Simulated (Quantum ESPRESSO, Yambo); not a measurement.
**A GW run on BeTe (F-43m) in Yambo, with inputs changed**

Aim: change inputs of a GW run on BeTe (F-43m) and see what moves.

Calculated with Yambo 5.3.0; PBE and many-body steps on it, plane waves.

The database entry behind the starting cell differs from later determinations by our own check (an axis about 1.5 % short against later determinations), so it need not match the best structure at ambient conditions.

### Step 1. The structure

Symmetry: F-43m, No. 216, cubic system. Conventional cell: a = 5.540 Å, b = 5.540 Å, c = 5.540 Å, α = 90.00°, β = 90.00°, γ = 90.00°. Nearest to Be lie 4 Te at 2.40 Å. Te has 4 Be at 2.40 Å nearest. Farther neighbours and most contacts between anions are not listed.

Structure file:

```
Be Te
1.0
     0.00000    2.77000    2.77000
     2.77000    0.00000    2.77000
     2.77000    2.77000    0.00000
Be Te
1 1
Direct
  0.00000 0.00000 0.00000
  0.25000 0.25000 0.25000
```

The cell and positions come from the Crystallography Open Database and are kept as given unless a step says otherwise. Spin-orbit coupling is left out unless a step names it.

### Step 2. Base

This step: Yambo 5.3.0; G0W0 on PBE, plane waves, norm-conserving pseudopotentials.

G0W0 replaces the xc potential by the self-energy, built once from these orbitals. Only a window of levels is corrected, while the sums run over the empty bands that the input names.

gw2.in

```
HF_and_locXC
gw0
dyson
ppa
em1d
rim_cut
RandQpts= 1000000
RandGvec= 1 RL
EXXRLvcs= 88 Ry
VXCRLvcs= 352 Ry
Chimod= "HARTREE"
% BndsRnXp
 1 | 218 |
%
NGsBlkXp= 17 Ry
% LongDrXp
 1 | 1 | 1 |
%
% GbndRnge
 1 | 218 |
%
DysSolver= "n"
ExtendOut
PPAPntXp= 27.21138 eV
% QPkrange
 1 | 1 | 13 | 16 |
 7 | 7 | 13 | 16 |
%
```

On the command line:

```sh
$ OMP_NUM_THREADS=1 mpirun -n 4 yambo -F gw2.in -J gw2 -C gw2 > gw2.log
```

What it wrote:

```text
 Yambo, version 5.3.0

 [02] CORE Variables Setup
 =========================

  [... cell, symmetries and grids as in the set-up ...]

  [02.05] Energies & Occupations
  ==============================

  [X] === General ===
  [X] Electronic Temperature                        :  0.000000  0.000000 [eV K]
  [X] Bosonic    Temperature                        :  0.000000  0.000000 [eV K]
  [X] Finite Temperature mode                       : no
  [X] El. density                                   :  0.65870E+24 [cm-3]
  [X] Fermi Level                                   :  9.426233 [eV]

  [X] === Gaps and Widths ===
  [X] Conduction Band Min                           :  1.863269 [eV]
  [X] Valence Band Max                              :  0.000000 [eV]
  [X] Filled Bands                                  :  14
  [X] Empty Bands                                   :    15   515
  [X] Direct Gap                                    :  3.590531 [eV]
  [X] Direct Gap localized at k                     :  1
  [X] Indirect Gap                                  :  1.863269 [eV]
  [X] Indirect Gap between kpts                     :   1   7
  [X] Last valence band width                       :  3.442439 [eV]
  [X] 1st conduction band width                     :  3.467501 [eV]

 [03] Transferred momenta grid and indexing
 ==========================================

 IBZ Q-points                                      :   8
 BZ  Q-points                                      :   64

 K/Q-points units:
 rlu = crystal or reduced units; cc = cartesian coordinates; iku = interal k-units

 Q [1]          [rlu]:  0.000000  0.000000  0.000000
 Q [2]          [rlu]: -0.61447E-17 -0.61447E-17  0.25000
 Q [3]          [rlu]:  0.12289E-16  0.12289E-16 -0.50000
 Q [4]          [rlu]:  0.22146E-16  0.25000      0.25000
 Q [5]          [rlu]: -0.24636E-16  0.25000      0.50000
 Q [6]          [rlu]:  0.12289E-16  0.25000     -0.25000
 Q [7]          [rlu]: -0.44291E-16 -0.50000     -0.50000
 Q [8]          [rlu]:  0.250000 -0.500000 -0.250000

 [04] Coloumb potential Random Integration (RIM)
 ===============================================

  [04.01] RIM initialization
  ==========================

  * Diagonal components only detected *

  8 x (sBL volume)        :  0.108090 [a.u.]
  sBZ random points       :  1000000
  Points outside the sBZ  :   7987327
  RL volume               :  0.864716 [a.u.]
  Integrated volume       :  0.866088 [a.u.]

  [04.02] RIM integrals
  =====================

  Gamma point sphere radius             :  0.086406 [a.u.]
  Points outside the sphere             :   799513
  [Int_sBZ(q=0) 1/q^2]*(Vol_sBZ)^(-1/3) =:  7.764325
                                 should be <:  7.795600

  Summary of Coulomb integrals for non-metallic bands |Q|[au] RIM/Bare

  Q [1] 0.100000E-4 0.995988 * Q [2] 0.259879 1.065884
  Q [4] 0.300083 1.064810 * Q [6] 0.424381 1.027704
  Q [5] 0.497631 1.020409 * Q [3] 0.519759 1.018308
  Q [7] 0.600166 1.014905 * Q [8] 0.671006 1.011860

 [WARNING] [Xp] User bands 1-218 break level degeneracy

 [05] Dipoles
 ============

  [05.01] Setup: observables and procedures
  =========================================

 [06] Dynamic Dielectric Matrix (PPA)
 ====================================

 [WR./gw2//ndb.pp]---------------------------------------------------------------
  Brillouin Zone Q/K grids (IBZ/BZ)                :    8   64    8   64
  RL vectors                                       :   4909 [WF]
  Coulomb cutoff potential                         : none
  Electronic Temperature                           :  0.000000 [K]
  Bosonic    Temperature                           :  0.000000 [K]
  PPA    diel. fun.  energies                      : Perdew, Burke & Ernzerhof(X)+Perdew, Burke & Ernzerhof(C)
  wavefunctions                                    : Perdew, Burke & Ernzerhof(X)+Perdew, Burke & Ernzerhof(C)
  Global Gauge                                     : length
  X matrix size                                    :   339
  X band range                                     :    1  218
  X e/h energy range                               : -1.000000 -1.000000 [eV]
  X Time ordering                                  : R
  X Hxc Kernel                                     : HARTREE
  X Drude frequency                                :  0.000000  0.000000
  X poles                                          :  100.0000 [o/o]
  RL vectors in the sum                            :   4909
  [r,Vnl] included                                 : yes
  Field direction                                  :  0.577350E-5  0.577350E-5  0.577350E-5
  BZ energy Double Grid                            : no
  BZ energy DbGd points                            : 0
  BZ Q point size factor                           : -1.000000
  X Optical Averaged directions                    : none

 [07] Local Exchange-Correlation + Non-Local Fock
 ================================================

 [VXC] Plane waves :   31951
 [EXS] Plane waves :   4111

 QP @ state[ 1 ] K range:  1  1
 QP @ state[ 1 ] b range:  13  16
 QP @ state[ 2 ] K range:   7   7
 QP @ state[ 2 ] b range:  13  16

 [xc] Functional : Perdew, Burke & Ernzerhof(X)+Perdew, Burke & Ernzerhof(C)
 [xc] LIBXC used to calculate xc functional
  PP Number of Atomic Species                      :  2
  NLCC RL compoments                               :   31951
  PP Number of Atomic Species                      :  2
  NLCC RL compoments                               :   31951

 [xc] E_xc :  -22.89162 [Ha]
      E_xc :  -45.78324 [Ry]

  Local XC kind (lXC) : Perdew, Burke & Ernzerhof(X)+Perdew, Burke & Ernzerhof(C)
  Non-Local XC kind (nlXC) : Hartree-Fock

  Corrections @ K [1] :  [eV]
 <13|nlXC|13> = -15.26186  0.28052E-17 <13|lXC|13> = -13.56043  0.18882E-15
 <14|nlXC|14> = -15.26184  0.52186E-17 <14|lXC|14> = -13.56043 -0.18882E-15
 <15|nlXC|15> = -6.180801  0.12068E-17 <15|lXC|15> = -10.71164 -0.18882E-15
 <16|nlXC|16> = -6.180477  0.30969E-17 <16|lXC|16> = -10.71164 -0.94434E-16

  Corrections @ K [7] :  [eV]
 <13|nlXC|13> = -14.82236 -0.99391E-17 <13|lXC|13> = -12.03900  0.47204E-16
 <14|nlXC|14> = -14.82238  0.10482E-16 <14|lXC|14> = -12.03900 -0.16876E-20
 <15|nlXC|15> = -5.350428 -0.21803E-17 <15|lXC|15> = -9.219037  0.11801E-16
 <16|nlXC|16> = -5.993243 -0.51366E-17 <16|lXC|16> = -10.01849  0.94443E-16

 [08] Dyson equation: Newton solver
 ==================================

  [08.01] G0W0 (W PPA)
  ====================

  [  GW  ] Bands range     :    1  218
  [GW/PPA] G damping       :  0.100000 [eV]

  QP @ state[ 1 ] K range:  1  1
  QP @ state[ 1 ] b range:  13  16
  QP @ state[ 2 ] K range:   7   7
  QP @ state[ 2 ] b range:  13  16

   Sc/G bands                                       :    1  218
   Sc/G damping                                     :  0.100000 ev
   Sc bands terminator                              : no
   Sx RL components                                 :   4111

   QP @ state[ 1 ] K range                          :  1  1
   QP @ state[ 1 ] b range                          :  13  16
   QP @ state[ 2 ] K range                          :   7   7
   QP @ state[ 2 ] b range                          :  13  16
   GF energies kind                                 : Perdew, Burke & Ernzerhof(X)+Perdew, Burke & Ernzerhof(C)
   GF WF`s kind                                     : Perdew, Burke & Ernzerhof(X)+Perdew, Burke & Ernzerhof(C)
   Xs energies kind                                 : Perdew, Burke & Ernzerhof(X)+Perdew, Burke & Ernzerhof(C)
   Xs WF`s kind                                     : Perdew, Burke & Ernzerhof(X)+Perdew, Burke & Ernzerhof(C)

 [11] Game Over & Game summary
```

It took 4.9 min on 4 MPI ranks of Arm Neoverse V1, shared host; peak memory 1.9 GiB.

Numbers from this step:

| Property | Result |
| --- | --- |
| G0W0 gap on the points computed | 2.716 eV |
| starting gap on the mesh | 1.863 eV |
| k of the valence top | 0, 0, 0 |
| k of the conduction bottom | 0, -0.5, -0.5 |
| least direct G0W0 gap on the computed points | 4.680 eV |
| Z at the valence top | 0.8077 |
| Z at the conduction bottom | 0.8197 |

The gap on the mesh goes from 1.86 eV to 2.72 eV, a correction of +0.85 eV.

### Step 3. Damping of G

gw6.in, as its differences from gw2.in of step 2:

```diff
@@ -28 +28,2 @@
 %
+GDamping= 0.01 eV
```

On the command line:

```sh
$ OMP_NUM_THREADS=1 mpirun -n 4 yambo -F gw6.in -J gw6,gw2_W -C gw6 > gw6.log
```

What it wrote:

```text
 Yambo, version 5.3.0

 [02] CORE Variables Setup
 =========================

  [... cell, symmetries and grids as in the set-up ...]

  [02.05] Energies & Occupations
  ==============================

  [X] === General ===
  [X] Electronic Temperature                        :  0.000000  0.000000 [eV K]
  [X] Bosonic    Temperature                        :  0.000000  0.000000 [eV K]
  [X] Finite Temperature mode                       : no
  [X] El. density                                   :  0.65870E+24 [cm-3]
  [X] Fermi Level                                   :  9.426233 [eV]

  [X] === Gaps and Widths ===
  [X] Conduction Band Min                           :  1.863269 [eV]
  [X] Valence Band Max                              :  0.000000 [eV]
  [X] Filled Bands                                  :  14
  [X] Empty Bands                                   :    15   515
  [X] Direct Gap                                    :  3.590531 [eV]
  [X] Direct Gap localized at k                     :  1
  [X] Indirect Gap                                  :  1.863269 [eV]
  [X] Indirect Gap between kpts                     :   1   7
  [X] Last valence band width                       :  3.442439 [eV]
  [X] 1st conduction band width                     :  3.467501 [eV]

 [03] Transferred momenta grid and indexing
 ==========================================

 IBZ Q-points                                      :   8
 BZ  Q-points                                      :   64

 K/Q-points units:
 rlu = crystal or reduced units; cc = cartesian coordinates; iku = interal k-units

 Q [1]          [rlu]:  0.000000  0.000000  0.000000
 Q [2]          [rlu]: -0.61447E-17 -0.61447E-17  0.25000
 Q [3]          [rlu]:  0.12289E-16  0.12289E-16 -0.50000
[...]
Q [7]          [rlu]: -0.44291E-16 -0.50000     -0.50000
 Q [8]          [rlu]:  0.250000 -0.500000 -0.250000

 [04] Coloumb potential Random Integration (RIM)
 ===============================================

 Summary of Coulomb integrals for non-metallic bands |Q|[au] RIM/Bare

 Q [1] 0.100000E-4 0.995988 * Q [2] 0.259879 1.065884
 Q [4] 0.300083 1.064810 * Q [6] 0.424381 1.027704
 Q [5] 0.497631 1.020409 * Q [3] 0.519759 1.018308
 Q [7] 0.600166 1.014905 * Q [8] 0.671006 1.011860

 [WARNING] [Xp] User bands 1-218 break level degeneracy

 [05] Dipoles
 ============

  [05.01] Setup: observables and procedures
  =========================================

 [06] Dynamic Dielectric Matrix (PPA)
 ====================================

   Sc/G bands                                       :    1  218
   Sc/G damping                                     :  0.010000 ev
   Sc bands terminator                              : no
   Sx RL components                                 :   4111

   QP @ state[ 1 ] K range                          :  1  1
   QP @ state[ 1 ] b range                          :  13  16
   QP @ state[ 2 ] K range                          :   7   7
   QP @ state[ 2 ] b range                          :  13  16
   GF energies kind                                 : Perdew, Burke & Ernzerhof(X)+Perdew, Burke & Ernzerhof(C)
   GF WF`s kind                                     : Perdew, Burke & Ernzerhof(X)+Perdew, Burke & Ernzerhof(C)
   Xs energies kind                                 : Perdew, Burke & Ernzerhof(X)+Perdew, Burke & Ernzerhof(C)
   Xs WF`s kind                                     : Perdew, Burke & Ernzerhof(X)+Perdew, Burke & Ernzerhof(C)

 [11] Game Over & Game summary
```

Elapsed: 1.9 min, on 4 MPI ranks; peak memory 1.8 GiB.

Numbers from this step:

| Item | Value |
| --- | --- |
| G0W0 gap on the points computed | 2.716 eV |
| starting gap on the mesh | 1.863 eV |
| k of the valence top | 0, 0, 0 |
| k of the conduction bottom | 0, -0.5, -0.5 |
| least direct G0W0 gap on the computed points | 4.680 eV |
| Z at the valence top | 0.8077 |
| Z at the conduction bottom | 0.8197 |

Against G0W0 in Yambo (4×4×4 mesh, 218 bands, screening to 231.3 eV, Godby-Needs plasmon pole), the gap moves by −0.0001 eV.

(Part 1 of 2 ends here.)

[Paths, hosts, dates, memory and timing lines, banners, echoed tables and standing remarks are left out of the program output.]

[Logs are printed without paths, hosts, clocks, repeated set-up lines and the standing remarks that a program may print on its own settings, such as how far it seeks lower states.]

[Runs of the session that timed out or met a known fault of the program may be left out.]

[Hosts, paths, dates, database ids (printed as entryN), source tags and the programs' standing remarks are cut or masked in the printed files.]
